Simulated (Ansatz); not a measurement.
Structure types of SnSe were relaxed at one common pressure (all-electron LAPW in Ansatz 0.2.0 under PBE, scalar-relativistic, no spin polarisation, zero temperature). They take these volumes:

| type | space group | V (Å³/atom) |
| --- | --- | --- |
| rocksalt | Fm-3m | 19.47 |
| CsCl | Pm-3m | 17.61 |
| zincblende | F-43m | 23.57 |
| distorted wurtzite | P6_3mc | 18.12 |
| distorted NiAs | P6_3/mmc | 18.46 |

At about which pressure, and is the densest type also the lowest in enthalpy?

37 GPa. The densest is CsCl, and it is also the lowest in enthalpy among these.
